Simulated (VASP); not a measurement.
# ZnO in VASP: further runs, part 3 of 3

VASP 6.6.1.

## Step 5: Work function, PBEsol

This run uses another cell than the first one, of 28.92 Å³/atom, 1.213 times its volume.

Contents of INCAR:

```
PREC = Accurate
ENCUT = 520
EDIFF = 1E-6
ISMEAR = 0
SIGMA = 0.05
LREAL = False
LASPH = True
NELM = 100
ALGO = Fast
ISIF = 2
LWAVE = False
LCHARG = True
LDIPOL = True
IDIPOL = 3
DIPOL = 0.5 0.5 0.500
GGA = PS
LVHAR = True
LVACPOTAV = True
KPAR = 8
```

Contents of KPOINTS:

```
Automatic mesh
0
Gamma
  8 6 1
```

Contents of POSCAR:

```
ZnO
1.0
    3.2493080000      0.0000000000      0.0000000000
    0.0000000000      5.2057090000      0.0000000000
    0.0000000000      0.0000000000     34.1939275176
Zn O
10 10
Direct
    0.0000000000      0.5000000000      0.3216945463
    0.4999999999      0.0000000000      0.3491261546
    0.5000000000      0.5000000000      0.4039893711
    0.9999999999      0.0000000000      0.4314209794
    0.0000000000      0.5000000000      0.4862841958
    0.4999999999      0.0000000000      0.5137158042
    0.5000000000      0.5000000000      0.5685790206
    0.9999999999      0.0000000000      0.5960106289
    0.0000000000      0.5000000000      0.6508738454
    0.4999999999      0.0000000000      0.6783054537
    0.4999999999      0.3790100000      0.3491261546
    0.0000000000      0.8790100000      0.3216945463
    0.9999999999      0.3790100000      0.4314209794
    0.5000000000      0.8790100000      0.4039893711
    0.4999999999      0.3790100000      0.5137158042
    0.0000000000      0.8790100000      0.4862841958
    0.9999999999      0.3790100000      0.5960106289
    0.5000000000      0.8790100000      0.5685790206
    0.4999999999      0.3790100000      0.6783054537
    0.0000000000      0.8790100000      0.6508738454
```

Potentials or basis: VASP PAW PBE potentials, release 64 (Zn, O).

Run with:

```
$ cat potpaw_PBE.64/Zn/POTCAR potpaw_PBE.64/O/POTCAR > POTCAR
$ mpirun -np 8 vasp_std > vasp.out
```

OUTCAR:

```text
PREC = Accurate
   ENCUT = 520
   EDIFF = 1E-6
   ISMEAR = 0
   LREAL = False
   LASPH = True
   NELM = 100
   ISIF = 2
   GGA = PS

 ion  position               nearest neighbor table
   1  0.000  0.500  0.322-  12 1.97  11 1.98  11 1.98
   2  0.500  0.000  0.349-  11 1.97  14 1.98  12 1.98  12 1.98
   3  0.500  0.500  0.404-  14 1.97  11 1.98  13 1.98  13 1.98
   4  1.000  0.000  0.431-  13 1.97  16 1.98  14 1.98  14 1.98
   5  0.000  0.500  0.486-  16 1.97  13 1.98  15 1.98  15 1.98
   6  0.500  0.000  0.514-  15 1.97  18 1.98  16 1.98  16 1.98
   7  0.500  0.500  0.569-  18 1.97  15 1.98  17 1.98  17 1.98
   8  1.000  0.000  0.596-  17 1.97  20 1.98  18 1.98  18 1.98
   9  0.000  0.500  0.651-  20 1.97  17 1.98  19 1.98  19 1.98
  10  0.500  0.000  0.678-  19 1.97  20 1.98  20 1.98
  11  0.500  0.379  0.349-   2 1.97   3 1.98   1 1.98   1 1.98
  12  0.000  0.879  0.322-   1 1.97   2 1.98   2 1.98
  13  1.000  0.379  0.431-   4 1.97   5 1.98   3 1.98   3 1.98
  14  0.500  0.879  0.404-   3 1.97   2 1.98   4 1.98   4 1.98
  15  0.500  0.379  0.514-   6 1.97   7 1.98   5 1.98   5 1.98
  16  0.000  0.879  0.486-   5 1.97   4 1.98   6 1.98   6 1.98
  17  1.000  0.379  0.596-   8 1.97   9 1.98   7 1.98   7 1.98
  18  0.500  0.879  0.569-   7 1.97   6 1.98   8 1.98   8 1.98
  19  0.500  0.379  0.678-  10 1.97   9 1.98   9 1.98
  20  0.000  0.879  0.651-   9 1.97   8 1.98  10 1.98  10 1.98

  LATTYP: Found a simple orthorhombic cell.
 ALAT       =     3.2493080000
 B/A-ratio  =     1.6020977390
 C/A-ratio  =    10.5234491521

  Lattice vectors:

 A1 = (   3.2493080000,   0.0000000000,   0.0000000000)
 A2 = (   0.0000000000,   5.2057090000,   0.0000000000)
 A3 = (   0.0000000000,   0.0000000000,  34.1939275176)

Analysis of symmetry for initial positions (statically):
=====================================================================
 Subroutine PRICEL returns:
 Original cell was already a primitive cell.

 Routine SETGRP: Setting up the symmetry group for a
 simple orthorhombic supercell.

 Subroutine GETGRP returns: Found  4 space group operations
 (whereof  2 operations were pure point group operations)
 out of a pool of  8 trial point group operations.

The static configuration has the point symmetry C_1h.
[... 182 lines left out ...]
 maximum number of plane-waves:     15648
   NGX = 13   NGY = 19   NGZ =127

 dipolmoment           0.000000      0.000000     -0.000000 electrons x Angstroem

 number of electron     180.0000015 magnetization

 dipolmoment           0.000000      0.000000      0.000000 electrons x Angstroem

 Free energy of the ion-electron system (eV)
  ---------------------------------------------------
  ext. energy  EPLUGINS =         0.00000000
  ---------------------------------------------------
  free energy    TOTEN  =       -94.19340475 eV

  energy without entropy =      -94.19340475  energy(sigma->0) =      -94.19340475

 E-fermi :  -2.2900     XC(G=0):  -5.0110

 val. band max:       -2.5178229153   @ k =   0.0000   0.0000   0.0000
 cond. band min:      -2.0772757089   @ k =   0.0000   0.0000   0.0000
 fundamental gap:      0.4405472063
 Fermi energy:        -2.2900080599

 k-point     1 :       0.0000    0.0000    0.0000
  band No.  band energies     occupation
      1     -20.8266      2.00000
      2     -20.7538      2.00000
      3     -20.5999      2.00000
      4     -20.3856      2.00000
      5     -20.1888      2.00000
      6     -20.0468      2.00000
[... 2089 lines left out ...]
    101       3.8182      0.00000
    102       3.8182      0.00000
 [bands above 102 left out]

------------------------ aborting loop because EDIFF is reached ----------------------------------------

  FORCE on cell =-STRESS in cart. coord.  units (eV):
  Direction    XX          YY          ZZ          XY          YZ          ZX
  --------------------------------------------------------------------------------------
  -------------------------------------------------------------------------------------
  Total       -4.2068935     -5.0013436     -2.9083433      0.0000000      0.0000000      0.0000000
  in kB      -11.6533918    -13.8540745     -8.0563160      0.0000000      0.0000000      0.0000000
  external PRESSURE =     -11.1879274 kB  Pullay stress =       0.0000000 kB

 VOLUME and BASIS-vectors are now :
 -----------------------------------------------------------------------------
  energy-cutoff  :      520.00
  volume of cell :      578.39
      direct lattice vectors                 reciprocal lattice vectors
     3.249308000  0.000000000  0.000000000     0.307757836  0.000000000  0.000000000
     0.000000000  5.205709000  0.000000000     0.000000000  0.192096792  0.000000000
     0.000000000  0.000000000 34.193927518     0.000000000  0.000000000  0.029244959

 POSITION                                       TOTAL-FORCE (eV/Angst)
 -----------------------------------------------------------------------------------
      0.00000      2.60285     11.00000         0.000000      1.344055      1.260967
      1.62465      0.00000     11.93799         0.000000     -0.774739     -0.760946
      1.62465      2.60285     13.81398         0.000000      0.166143      0.179572
      3.24931      0.00000     14.75198         0.000000     -0.167624     -0.087743
      0.00000      2.60285     16.62797         0.000000     -0.048805      0.039231
      1.62465      0.00000     17.56596         0.000000     -0.048805     -0.039231
[... 12 lines left out ...]
      1.62465      1.97302     23.19393         0.000000     -0.675342     -0.189180
      0.00000      4.57587     22.25593         0.000000     -0.018782      0.913484
 -----------------------------------------------------------------------------------
    total drift:                                0.000002     -0.006425      0.000069

  FREE ENERGIE OF THE ION-ELECTRON SYSTEM (eV)
  ---------------------------------------------------
  free  energy   TOTEN  =       -94.1934047480 eV

  energy  without entropy=      -94.1934047480  energy(sigma->0) =      -94.19340475

 vacuum level on the upper side and lower side of the slab         2.652         2.652
```

OSZICAR:

```text
N       E                     dE             d eps       ncg     rms          rms(c)
DAV:   1     0.193480799701E+04    0.19348E+04   -0.82132E+04  4344   0.182E+03
DAV:   2     0.307008611879E+03   -0.16278E+04   -0.15331E+04  4712   0.458E+02
DAV:   3    -0.729981803909E+02   -0.38001E+03   -0.37300E+03  4684   0.217E+02
[... 19 lines left out ...]
RMM:  23    -0.941933871772E+02   -0.36761E-04   -0.16826E-06  3333   0.336E-03    0.782E-04
RMM:  24    -0.941933969159E+02   -0.97388E-05   -0.36910E-07  2480   0.126E-03    0.689E-04
RMM:  25    -0.941934014000E+02   -0.44840E-05   -0.13065E-07  1972   0.882E-04    0.546E-04
RMM:  26    -0.941934040468E+02   -0.26469E-05   -0.15716E-07  2771   0.107E-03    0.282E-04
RMM:  27    -0.941934047480E+02   -0.70115E-06   -0.43289E-08  1837   0.666E-04
   1 F= -.94193405E+02 E0= -.94193405E+02  d E =-.867526E-11
```

stdout:

```text
POSCAR found type information on POSCAR ZnO
 POSCAR found :  2 types and      20 ions
 scaLAPACK will be used
 -----------------------------------------------------------------------------
|                                                                             |
[... 53 lines left out ...]
|     field-free region was found. Please increase the size of  your cell     |
|     in the dimension of the dipole correction to obtain accurate            |
|     workfunction values.                                                    |
|                                                                             |
 -----------------------------------------------------------------------------
```

It took 8.9 min on 8 MPI ranks of Intel Xeon Platinum 8488C (Sapphire Rapids), shared host; peak memory 1.1 GiB.

Results:

```yaml
Free_energy: -94.1934 eV
Largest_force: 1.843 eV/Å
Band_gap_on_the_k_mesh: 0.44 eV, direct
Ionisation_potential_of_the_upper_face: 5.17 eV
```

Forces in eV/Å, atoms in the order of the input:
```
Zn   0.000  1.344  1.261
Zn   0.000 -0.775 -0.761
Zn   0.000  0.166  0.180
Zn   0.000 -0.168 -0.088
Zn   0.000 -0.049  0.039
Zn   0.000 -0.049 -0.039
Zn   0.000 -0.168  0.088
Zn   0.000  0.166 -0.180
Zn   0.000 -0.775  0.761
Zn   0.000  1.344 -1.261
O    0.000 -0.019 -0.913
O    0.000 -0.675  0.189
O    0.000  0.081 -0.135
O    0.000  0.032  0.314
O    0.000  0.062 -0.065
O    0.000  0.062  0.065
O    0.000  0.032 -0.314
O    0.000  0.081  0.135
O    0.000 -0.675 -0.189
O    0.000 -0.019  0.913
```

Caveat: the PAW data sets were made with another functional, which shifts forces and pressure a little.

## Step 6: Overview

| cell | vacuum (Å) | gap on the mesh (eV) | largest force (eV/Å) |
| --- | --- | --- | --- |
| Pmn2_1, 23.84 Å³/atom | - | 0.44 | 1.84 |
| Pmn2_1, 14.54 Å³/atom | 5 | 0.36 | 1.80 |
| Pmn2_1, 18.77 Å³/atom | 10 | 0.44 | 1.84 |
| Pmn2_1, 28.92 Å³/atom | 22 | 0.44 | 1.84 |

Alike in all rows: task work function; level PBEsol; potentials or basis VASP PAW PBE potentials, release 64 (Zn, O); no spin polarisation; k mesh 8 × 6 × 1; cutoff (eV) 520; smearing gaussian 0.05 eV.

On the cell as given the gap runs from 0.36 eV (PBEsol) to 0.44 eV (PBEsol).

Caveats: the PAW data sets were made with another functional, which shifts forces and pressure a little.

Absolute energies hang on the potentials; compare differences alone.
